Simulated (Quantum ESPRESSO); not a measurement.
The system is NaH.

```
CELL_PARAMETERS angstrom
0.00000 2.44000 2.44000
2.44000 0.00000 2.44000
2.44000 2.44000 0.00000
ATOMIC_POSITIONS crystal
Na 0.00000 0.00000 0.00000
H 0.50000 0.50000 0.50000
```

- Program: Quantum ESPRESSO 7.5
- Task: single point
- Functional: PBE
- Potentials or basis: SSSP 1.3 efficiency PBE
- Cutoff: 816 eV
- Density cutoff: 6531 eV
- k mesh: 9 × 9 × 9
- Occupations: fermi-dirac, width 0.05 eV
- Spin: no spin polarisation

On this cell: pressure -0.6 GPa; largest force zero by symmetry; band gap on the k mesh 4.01 eV, indirect (least direct gap 4.70 eV).

The same run follows on a disturbed copy (atoms moved at random, drawn with an rms of 0.05 Å):

```
Na H
1.0
     0.00000    2.44000    2.44000
     2.44000    0.00000    2.44000
     2.44000    2.44000    0.00000
Na H
1 1
Cartesian
  0.0180 -0.0161 -0.0274
  2.4480 2.4532 2.4375
```

Problem. What does the disturbed cell give?

Solution. The energy moves by +0.3 meV/atom; pressure -0.6 GPa; largest force 0.031 eV/Å; band gap on the k mesh 4.01 eV, indirect (least direct gap 4.70 eV).

Forces in eV/Å, atoms in the order of the input:
```
Na  -0.008  0.023  0.019
H    0.008 -0.023 -0.019
```

Caveats: an odd mesh through Γ misses points on the zone boundary, where band edges often lie.
